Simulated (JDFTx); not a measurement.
Ti: single point with LDA

Crystal: Ti.

```xyz
1
Lattice="-1.6410 1.6410 1.6410 1.6410 -1.6410 1.6410 1.6410 1.6410 -1.6410" Properties=species:S:1:pos:R:3 pbc="T T T"
Ti    0.0000    0.0000    0.0000
```

This isn't the form of Ti at room conditions, which is hcp.

```json
{"Program": "JDFTx 1.7.0 (patched build)", "Task": "single point", "Functional": "LDA", "Potentials or basis": "PseudoDojo-SR-LDA-0.4.1-standard with smoothed tails", "Cutoff": "1143 eV", "Density cutoff": "4572 eV", "k mesh": "11 × 11 × 11", "Occupations": "gaussian, width 0.05 eV", "Spin": "no spin polarisation"}
```

```json
{"Pressure": "-11.2 GPa", "Band gap on the k mesh": "none (metal or under the smearing width)"}
```

Levels at points of the mesh, in eV from the Fermi level:
```tsv
k point	band 3	band 4	band 5	band 6	band 7	band 8	band 9
(0.00, 0.00, 0.00)	-32.11	-32.11	-5.82	0.97	0.97	0.97	2.71
```

Run time: 49 s on 1 thread of Arm Neoverse V1, with other jobs on the host, peak memory 0.07 GiB.
